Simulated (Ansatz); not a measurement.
# CdTe: the cost of one run

Program: Ansatz 0.2.0. Level of theory: DFT PBE, scalar-relativistic. These are calculated values, not measurements.

### Step 1. The structure to begin with

The structure is orthorhombic, space group Cmcm (No. 63). The conventional cell has a = 6.131 Å, b = 6.189 Å, c = 6.091 Å, α = 90.00°, β = 90.00°, γ = 90.00°. Around Cd (site symmetry m2m) lie 6 Te at 3.03 to 3.16 Å. Te (site symmetry m2m) has 6 Cd at 3.03 to 3.16 Å as nearest neighbours.

Coordinates:

```
Cd Te
1.0
     3.06529   -3.09461    0.00000
     3.06529    3.09461    0.00000
     0.00000    0.00000    6.09065
Cd Te
2 2
Cartesian
  3.0653 1.3800 4.5680
  3.0653 -1.3800 1.5227
  3.0653 -1.6472 4.5680
  3.0653 1.6472 1.5227
```

Atoms are numbered in the order of the input: Cd1, Cd2, Te3, Te4.

### Step 2. After the deformation

Space group Cmcm before, Cmcm after.

### Step 3. Full-potential LAPW

input.yaml reads:

```yaml
crystal:
  lattice:
    - [3.00398518, -3.03271682, 0.0]
    - [3.00398518, 3.03271682, 0.0]
    - [0.0, 0.0, 6.090652]
  atoms:
    - { symbol: Cd, position: [0.27703, 0.72297, 0.75] }
    - { symbol: Cd, position: [0.72297, 0.27703, 0.25] }
    - { symbol: Te, position: [0.766137, 0.233863, 0.75] }
    - { symbol: Te, position: [0.233863, 0.766137, 0.25] }
kpoints:
  mp_grid: { grid: [9, 9, 6] }
  band_path:
    path:
      - [0.0, 0.0, 0.0]
      - [-0.5, 0.5, 0.0]
      - [-0.4952854913, 0.5047145087, 0.0]
      - [0.4952854913, 0.4952854913, 0.0]
      - [0.0, 0.0, 0.0]
      - [0.0, 0.0, 0.5]
      - [0.4952854913, 0.4952854913, 0.5]
      - [-0.4952854913, 0.5047145087, 0.5]
      - [-0.5, 0.5, 0.5]
    npoints: 5
scf:
  occupations: { method: fermi_dirac, width: 0.05 }
hamiltonian:
  xc: pbe
  pseudopotentials: { kind: all_electron, lapw: { basis_error: 0.001 } }
output:
  forces: true
  stress: true
  eigenvalues: true
```

Launch:

```
$ ansatz run input.yaml --threads 1 --pin off --max-ram 4096MiB --backend cpu --events-out ev --progress --plain --runs-dir out
```

**Question.** How long does this run take on 1 thread of Arm Neoverse V1, shared host, and how much memory does it need?

About 2.1 min, with a peak of 0.93 GiB.
